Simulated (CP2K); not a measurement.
HfO2:

```
Hf O
1.0
     5.11800    0.00000    0.00000
     0.00000    5.18570    0.00000
    -0.85866    0.00000    5.21387
Hf O
4 8
Direct
  0.27550 0.46030 0.70800
  0.72450 0.96030 0.79200
  0.72450 0.53970 0.29200
  0.27550 0.03970 0.20800
  0.07420 0.16840 0.84670
  0.92580 0.66840 0.65330
  0.92580 0.83160 0.15330
  0.07420 0.33160 0.34670
  0.44870 0.74190 0.98010
  0.55130 0.24190 0.51990
  0.55130 0.25810 0.01990
  0.44870 0.75810 0.48010
```

Program: CP2K 2026.2. Alike in all runs: task atomic charges; potentials or basis POTENTIAL_UZH Hf GTH-PBE-q12, O GTH-PBE-q6; DZVP-MOLOPT-PBE-GTH basis; no spin polarisation; cell as given; k mesh 4 × 4 × 4; smearing fermi-dirac 0.05 eV.

Order these runs on this cell by their band gap on the k mesh, lowest first.
A. level OLYP
B. level LDA
C. level SCAN

B (3.96 eV), A (4.29 eV), C (4.68 eV).

Caveats: spin-orbit coupling is left out, which moves the levels of the heavy elements; the basis of atomic orbitals isn't converged, which shifts pressures, moduli and gaps.

A k mesh can miss the band edges.

Runs at the PBE level aren't shown here.
